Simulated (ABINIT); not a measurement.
An input for ABINIT 10.8.3 (AlAs (F-43m)):

```
acell 3*1.0 Angstrom
rprim 
  0.000000000000 2.830400000000 2.830400000000
  2.830400000000 0.000000000000 2.830400000000
  2.830400000000 2.830400000000 -0.000000000000
ntypat 2
znucl 13 33
natom 2
typat 1 2
xred 
  0.000000000000 0.000000000000 0.000000000000
  0.250000000000 0.250000000000 0.250000000000
pp_dirpath "pseudos"
pseudos "Al.upf, As.upf"
ecut 44
ngkpt 4 4 4
nshiftk 1
shiftk 0 0 0
kptopt 1
chksymbreak 0
istwfk *1
occopt 1
irdwfk 1
optdriver 3
nband 360
ecuteps 9.9
inclvkb 2
awtr 1
symchi 1
indata_prefix "in"
outdata_prefix "out"
tmpdata_prefix "tmp"
```

```sh
OMP_NUM_THREADS=1 mpirun -n 4 abinit run.abi > log
```

Estimate wall time and host memory on 4 MPI ranks of Arm Neoverse V1, shared host.

It took 4.8 min; on shared hardware allow 2.4 min to 9.6 min. Peak host memory was 3.0 GiB.

[Paths, hosts, dates, memory and timing lines, banners, echoed tables and standing remarks are left out of the program output.]

[Logs are printed without paths, hosts, clocks, repeated set-up lines and the standing remarks that a program may print on its own settings, such as how far it seeks lower states.]

[Runs of the session that timed out or met a known fault of the program may be left out.]

[Hosts, paths, dates, database ids (printed as entryN), source tags and the programs' standing remarks are cut or masked in the printed files.]

[G0W0 gaps are taken among the corrected bands and points alone; a level outside them can change the order at an edge.]

[Where Ansatz stands beside ABINIT at settings called matched, ABINIT's density can come from a denser mesh and the files from another edition; pairs whose starting gaps differed by over 0.03 eV were left out, so agreement reads better than it is.]
